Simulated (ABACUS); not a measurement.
Te:

```xyz
1
Lattice="2.3059 1.3313 1.6910 -2.3059 1.3313 1.6910 0.0000 -2.6626 1.6910" Properties=species:S:1:pos:R:3 pbc="T T T"
Te    0.0000    0.0000    2.5364
```

This isn't the form of Te at room conditions, which is trigonal, of chains.

- Program: ABACUS 3.10.1
- Task: single point
- Functional: PBE
- Potentials or basis: PseudoDojo NC SR 0.4.1 PBE standard
- Cutoff: 1129 eV
- Density cutoff: 4517 eV
- Basis: plane waves
- k mesh: 9 × 9 × 9
- Occupations: fermi-dirac, width 0.05 eV
- Spin: no spin polarisation

On this cell: pressure 2.7 GPa; band gap on the k mesh none (metal or under the smearing width).

The same run follows on a disturbed copy (cell strained at random at fixed volume):

```
CELL_PARAMETERS angstrom
2.28571 1.30841 1.72314
-2.26423 1.29574 1.70383
-0.00024 -2.65977 1.75728
ATOMIC_POSITIONS crystal
Te 0.50143 0.49386 0.50316
```

Task: What does the disturbed cell give?

Result: The energy (extrapolated to zero smearing) moves by +0.3 meV/atom; pressure 3.0 GPa; band gap on the k mesh none (metal or under the smearing width).

Stress tensor (GPa, compression positive):
```
 3.18 -0.16 -0.21
-0.16  2.89  0.33
-0.21  0.33  2.97
```
